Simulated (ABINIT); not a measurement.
# PbSe (Clausthalite) (Fm-3m) in ABINIT: equation of state

Aim: energy against volume of PbSe (Clausthalite) in PBE, for its equilibrium volume and stiffness.

Program: ABINIT 10.8.3 (patched build). These are calculated values, not measurements. Logs are shortened: lines on timing, memory, paths and dates and some standing lists are left out, and cuts for length are marked. The log counts tension as positive stress, the text compression.

### 1 The structure

The structure is cubic, space group Fm-3m (No. 225). Conventional cell: a = 6.121 Å, b = 6.121 Å, c = 6.121 Å, α = 90.00°, β = 90.00°, γ = 90.00°. Around Pb (site symmetry m-3m) lie 6 Se at 3.06 Å. Se (site symmetry m-3m) has 6 Pb at 3.06 Å as nearest neighbours.

### 2 Equation of state, PBE

The input, run.abi:

```
# Datasets: one volume each
ndtset 7
getwfk -1
scalecart1 3*0.9795861087
scalecart2 3*0.9864848297
scalecart3 3*0.9932883884
scalecart4 3*1.0000000000
scalecart5 3*1.0066227096
scalecart6 3*1.0131594038
scalecart7 3*1.0196128224

# Pseudopotentials
pp_dirpath "./"
pseudos "Pb.GGA_PBE-JTH.xml, Se.GGA_PBE-JTH.xml"

# Structure
acell 8.1795146323 8.1795146323 8.1795146323
rprim
     0.0000000000     0.7071067812     0.7071067812
     0.7071067812     0.0000000000     0.7071067812
     0.7071067812     0.7071067812     0.0000000000
ntypat 2
znucl 82 34
natom 2
typat 1 2
xred
     0.0000000000     0.0000000000     0.0000000000
     0.5000000000     0.5000000000     0.5000000000

# Plane-wave basis
ecut 22.0
pawecutdg 44.0

# k points
kptopt 1
ngkpt 8 8 8
nshiftk 1
shiftk 0.0 0.0 0.0

# Exchange and correlation
ixc 11

# Bands and occupations
nband 14
occopt 3
tsmear 0.05 eV

# SCF cycle
nstep 100
tolvrs 1.0e-9

# Output
iomode 3
prtwf 1
prtden 0
prteig 0
prtebands 0
```

Potentials or basis: JTH PAW PBE v2.0.

Run with:

```
$ abinit run.abi > log 2>&1
```

run.abo:

```text
.Version 10.8.3 of ABINIT
 DATASET    1 : space group Fm -3 m (#225); Bravais cF (face-center cubic)
================================================================================
 Values of the parameters that define the memory need for DATASET  1.
     intxc =       0    ionmov =       0      iscf =      17    lmnmax =      18
     lnmax =       6     mgfft =      36  mpssoang =       3    mqgrid =    3001
     natom =       2  nloc_mem =       2    nspden =       1   nspinor =       1
    nsppol =       1      nsym =      48    n1xccc =       1    ntypat =       2
    occopt =       3   xclevel =       2
       mpw =        1812          nfft =       46656          nkpt =          29
 PAW method is used; the additional fine FFT grid is defined by:
   mgfftf=        48    nfftf =    110592
================================================================================
================================================================================
[... 71 lines left out ...]
 DATASET    7 : space group Fm -3 m (#225); Bravais cF (face-center cubic)
================================================================================
 Values of the parameters that define the memory need for DATASET  7.
     intxc =       0    ionmov =       0      iscf =      17    lmnmax =      18
     lnmax =       6     mgfft =      36  mpssoang =       3    mqgrid =    3001
     natom =       2  nloc_mem =       2    nspden =       1   nspinor =       1
    nsppol =       1      nsym =      48    n1xccc =       1    ntypat =       2
    occopt =       3   xclevel =       2
       mpw =        2035          nfft =       46656          nkpt =          29
 PAW method is used; the additional fine FFT grid is defined by:
   mgfftf=        50    nfftf =    125000
================================================================================
================================================================================

--------------------------------------------------------------------------------
------------- Echo of variables that govern the present computation ------------
--------------------------------------------------------------------------------
 -outvars: echo values of preprocessed input variables --------
            acell      8.1795146323E+00  8.1795146323E+00  8.1795146323E+00 Bohr
              amu      2.07200000E+02  7.89600000E+01
             ecut      2.20000000E+01 Hartree
           getwfk          -1
              ixc          11
           jdtset        1    2    3    4    5    6    7
         kptrlatt        8    0    0      0    8    0      0    0    8
          kptrlen1     6.41003113E+01
          kptrlen2     6.45517368E+01
          kptrlen3     6.49969353E+01
          kptrlen4     6.54361171E+01
          kptrlen5     6.58694815E+01
          kptrlen6     6.62972173E+01
          kptrlen7     6.67195040E+01
            natom           2
            nband          14
           ndtset           7
            ngfft          36      36      36
          ngfftdg1         48      48      48
          ngfftdg2         50      50      50
          ngfftdg3         50      50      50
          ngfftdg4         50      50      50
          ngfftdg5         50      50      50
          ngfftdg6         50      50      50
          ngfftdg7         50      50      50
             nkpt          29
            nstep         100
             nsym          48
           ntypat           2
           occopt           3
        pawecutdg      4.40000000E+01 Hartree
         pawxcdev           0
           prtden           0
        prtebands           0
           prteig           0
            rprim1     0.0000000000E+00  6.9267198023E-01  6.9267198023E-01
                       6.9267198023E-01  0.0000000000E+00  6.9267198023E-01
                       6.9267198023E-01  6.9267198023E-01  0.0000000000E+00
            rprim2     0.0000000000E+00  6.9755011263E-01  6.9755011263E-01
                       6.9755011263E-01  0.0000000000E+00  6.9755011263E-01
                       6.9755011263E-01  6.9755011263E-01  0.0000000000E+00
            rprim3     0.0000000000E+00  7.0236095512E-01  7.0236095512E-01
                       7.0236095512E-01  0.0000000000E+00  7.0236095512E-01
                       7.0236095512E-01  7.0236095512E-01  0.0000000000E+00
            rprim4     0.0000000000E+00  7.0710678120E-01  7.0710678120E-01
                       7.0710678120E-01  0.0000000000E+00  7.0710678120E-01
                       7.0710678120E-01  7.0710678120E-01  0.0000000000E+00
            rprim5     0.0000000000E+00  7.1178974407E-01  7.1178974407E-01
                       7.1178974407E-01  0.0000000000E+00  7.1178974407E-01
                       7.1178974407E-01  7.1178974407E-01  0.0000000000E+00
            rprim6     0.0000000000E+00  7.1641188486E-01  7.1641188486E-01
                       7.1641188486E-01  0.0000000000E+00  7.1641188486E-01
                       7.1641188486E-01  7.1641188486E-01  0.0000000000E+00
            rprim7     0.0000000000E+00  7.2097514092E-01  7.2097514092E-01
                       7.2097514092E-01  0.0000000000E+00  7.2097514092E-01
                       7.2097514092E-01  7.2097514092E-01  0.0000000000E+00
          spgroup         225
           tolvrs      1.00000000E-09
           tsmear      1.83746611E-03 Hartree
            typat      1  2
           useylm           1
           xangst1     0.0000000000E+00  0.0000000000E+00  0.0000000000E+00
                       2.9981702216E+00  2.9981702216E+00  2.9981702216E+00
           xangst2     0.0000000000E+00  0.0000000000E+00  0.0000000000E+00
                       3.0192847920E+00  3.0192847920E+00  3.0192847920E+00
           xangst3     0.0000000000E+00  0.0000000000E+00  0.0000000000E+00
                       3.0401081039E+00  3.0401081039E+00  3.0401081039E+00
           xangst4     0.0000000000E+00  0.0000000000E+00  0.0000000000E+00
                       3.0606499980E+00  3.0606499980E+00  3.0606499980E+00
           xangst5     0.0000000000E+00  0.0000000000E+00  0.0000000000E+00
                       3.0809197941E+00  3.0809197941E+00  3.0809197941E+00
           xangst6     0.0000000000E+00  0.0000000000E+00  0.0000000000E+00
                       3.1009263272E+00  3.1009263272E+00  3.1009263272E+00
           xangst7     0.0000000000E+00  0.0000000000E+00  0.0000000000E+00
                       3.1206779828E+00  3.1206779828E+00  3.1206779828E+00
            xcart1     0.0000000000E+00  0.0000000000E+00  0.0000000000E+00
                       5.6657205977E+00  5.6657205977E+00  5.6657205977E+00
            xcart2     0.0000000000E+00  0.0000000000E+00  0.0000000000E+00
                       5.7056213530E+00  5.7056213530E+00  5.7056213530E+00
            xcart3     0.0000000000E+00  0.0000000000E+00  0.0000000000E+00
                       5.7449717096E+00  5.7449717096E+00  5.7449717096E+00
            xcart4     0.0000000000E+00  0.0000000000E+00  0.0000000000E+00
                       5.7837902634E+00  5.7837902634E+00  5.7837902634E+00
            xcart5     0.0000000000E+00  0.0000000000E+00  0.0000000000E+00
                       5.8220946267E+00  5.8220946267E+00  5.8220946267E+00
            xcart6     0.0000000000E+00  0.0000000000E+00  0.0000000000E+00
                       5.8599014950E+00  5.8599014950E+00  5.8599014950E+00
            xcart7     0.0000000000E+00  0.0000000000E+00  0.0000000000E+00
                       5.8972267147E+00  5.8972267147E+00  5.8972267147E+00
             xred      0.0000000000E+00  0.0000000000E+00  0.0000000000E+00
                       5.0000000000E-01  5.0000000000E-01  5.0000000000E-01
            znucl       82.00000   34.00000

================================================================================

 chkinp: Checking input parameters for consistency, jdtset=   1.

 chkinp: Checking input parameters for consistency, jdtset=   2.

 chkinp: Checking input parameters for consistency, jdtset=   3.

 chkinp: Checking input parameters for consistency, jdtset=   4.
[... 31 lines left out ...]
 getcut: wavevector=  0.0000  0.0000  0.0000  ngfft=  36  36  36
         ecut(hartree)=     22.000   => boxcut(ratio)=   2.12792

 Fine grid specifications (used for densities):

 getcut: wavevector=  0.0000  0.0000  0.0000  ngfft=  48  48  48
         ecut(hartree)=     44.000   => boxcut(ratio)=   2.00622

--- Pseudopotential description ------------------------------------------------
- pspini: atom type   1  psp file is ./Pb.GGA_PBE-JTH.xml
 Pseudopotential format is: paw10
 basis_size (lnmax)=  6 (lmn_size= 18), orbitals=   0   0   1   1   2   2
 Spheres core radius: rc_sph= 2.40264019
 Shapefunction is BESSEL type: shapef(r,l)=aa(1,l)*jl(q(1,l)*r)+aa(2,l)*jl(q(2,l)*r)
 Radius for shape functions =  2.00872932
 Compensation charge density is not taken into account in XC energy/potential

- pspini: atom type   2  psp file is ./Se.GGA_PBE-JTH.xml
 Pseudopotential format is: paw10
 basis_size (lnmax)=  4 (lmn_size=  8), orbitals=   0   0   1   1
 Spheres core radius: rc_sph= 2.21132333
 Shapefunction is BESSEL type: shapef(r,l)=aa(1,l)*jl(q(1,l)*r)+aa(2,l)*jl(q(2,l)*r)
 Radius for shape functions =  2.00656599
 Compensation charge density is not taken into account in XC energy/potential

   1.09479230E+03                                ecore*ucvol(ha*bohr**3)
--------------------------------------------------------------------------------

[... 7 lines left out ...]

     iter   Etot(hartree)      deltaE(h)  residm     nres2
 ETOT  1  -69.489604628751    -6.949E+01 5.020E+00 3.288E+00
 ETOT  2  -70.842763970899    -1.353E+00 3.128E-01 4.744E+00
 ETOT  3  -70.824434108943     1.833E-02 4.708E-02 1.359E+00
 ETOT  4  -70.819269066123     5.165E-03 4.647E-02 1.464E-01
 ETOT  5  -70.819640406073    -3.713E-04 6.599E-03 8.899E-02
 ETOT  6  -70.819423962462     2.164E-04 5.071E-03 9.121E-03
 ETOT  7  -70.819456253950    -3.229E-05 2.341E-03 6.913E-04
 ETOT  8  -70.819463732144    -7.478E-06 1.115E-04 5.880E-04
 ETOT  9  -70.819461084463     2.648E-06 5.034E-04 4.491E-05
 ETOT 10  -70.819461328356    -2.439E-07 9.701E-05 7.771E-06
 ETOT 11  -70.819461324657     3.699E-09 1.616E-04 1.170E-06
[... 1230 lines left out ...]
 Cartesian components of stress tensor (hartree/bohr^3)
  sigma(1 1)=  1.70977747E-05  sigma(3 2)=  0.00000000E+00
  sigma(2 2)=  1.70977747E-05  sigma(3 1)=  0.00000000E+00
  sigma(3 3)=  1.70977747E-05  sigma(2 1)=  0.00000000E+00

-Cartesian components of stress tensor (GPa)         [Pressure= -5.0303E-01 GPa]
- sigma(1 1)=  5.03033899E-01  sigma(3 2)=  0.00000000E+00
- sigma(2 2)=  5.03033899E-01  sigma(3 1)=  0.00000000E+00
- sigma(3 3)=  5.03033899E-01  sigma(2 1)=  0.00000000E+00

== END DATASET(S) ==============================================================
================================================================================

 -outvars: echo values of variables after computation  --------
            acell      8.1795146323E+00  8.1795146323E+00  8.1795146323E+00 Bohr
           etotal1    -7.0819461325E+01
           etotal2    -7.0820959665E+01
           etotal3    -7.0822089645E+01
           etotal4    -7.0822888174E+01
           etotal5    -7.0823385610E+01
           etotal6    -7.0823613487E+01
           etotal7    -7.0823595759E+01
            fcart1    -0.0000000000E+00 -0.0000000000E+00 -0.0000000000E+00
                      -0.0000000000E+00 -0.0000000000E+00 -0.0000000000E+00
            fcart2    -0.0000000000E+00 -0.0000000000E+00 -0.0000000000E+00
                      -0.0000000000E+00 -0.0000000000E+00 -0.0000000000E+00
            fcart3    -0.0000000000E+00 -0.0000000000E+00 -0.0000000000E+00
                      -0.0000000000E+00 -0.0000000000E+00 -0.0000000000E+00
            fcart4    -0.0000000000E+00 -0.0000000000E+00 -0.0000000000E+00
                      -0.0000000000E+00 -0.0000000000E+00 -0.0000000000E+00
            fcart5    -0.0000000000E+00 -0.0000000000E+00 -0.0000000000E+00
                      -0.0000000000E+00 -0.0000000000E+00 -0.0000000000E+00
            fcart6    -0.0000000000E+00 -0.0000000000E+00 -0.0000000000E+00
                      -0.0000000000E+00 -0.0000000000E+00 -0.0000000000E+00
            fcart7    -0.0000000000E+00 -0.0000000000E+00 -0.0000000000E+00
                      -0.0000000000E+00 -0.0000000000E+00 -0.0000000000E+00
            rprim1     0.0000000000E+00  6.9267198023E-01  6.9267198023E-01
[... 30 lines left out ...]
           strten6    -1.2936592317E-05 -1.2936592317E-05 -1.2936592317E-05
                       0.0000000000E+00  0.0000000000E+00  0.0000000000E+00
           strten7     1.7097774692E-05  1.7097774692E-05  1.7097774692E-05
                       0.0000000000E+00  0.0000000000E+00  0.0000000000E+00
           xangst1     0.0000000000E+00  0.0000000000E+00  0.0000000000E+00
                       2.9981702216E+00  2.9981702216E+00  2.9981702216E+00
           xangst2     0.0000000000E+00  0.0000000000E+00  0.0000000000E+00
                       3.0192847920E+00  3.0192847920E+00  3.0192847920E+00
           xangst3     0.0000000000E+00  0.0000000000E+00  0.0000000000E+00
                       3.0401081039E+00  3.0401081039E+00  3.0401081039E+00
           xangst4     0.0000000000E+00  0.0000000000E+00  0.0000000000E+00
                       3.0606499980E+00  3.0606499980E+00  3.0606499980E+00
           xangst5     0.0000000000E+00  0.0000000000E+00  0.0000000000E+00
                       3.0809197941E+00  3.0809197941E+00  3.0809197941E+00
           xangst6     0.0000000000E+00  0.0000000000E+00  0.0000000000E+00
                       3.1009263272E+00  3.1009263272E+00  3.1009263272E+00
           xangst7     0.0000000000E+00  0.0000000000E+00  0.0000000000E+00
                       3.1206779828E+00  3.1206779828E+00  3.1206779828E+00
             xred      0.0000000000E+00  0.0000000000E+00  0.0000000000E+00
                       5.0000000000E-01  5.0000000000E-01  5.0000000000E-01
 Calculation completed.
```

Run time: 2.7 min. Hardware: 1 thread of Arm Neoverse V2, shared host; peak memory 0.17 GiB.

Results:

```
Equilibrium volume                      : 30.06 Å³/atom
Bulk modulus                            : 47 GPa
Pressure derivative of the bulk modulus : 4.3
```

Energy against volume, from the lowest point:
| volume (Å³/atom) | energy (meV/atom) |
| --- | --- |
| 26.951 | 56.49 |
| 27.524 | 36.11 |
| 28.097 | 20.73 |
| 28.671 | 9.87 |
| 29.244 | 3.10 |
| 29.818 | 0.00 |
| 30.391 | 0.24 |

Caveat: pressures at fixed basis lie under the slope of the energies. The run has no spin-orbit coupling, so splittings on Pb are missing.

### 3 How close it comes

Step 2. The cell as given is a measured one (28.67 Å³/atom); PBE puts the equilibrium volume +4.8 % from it, thermal expansion not counted.
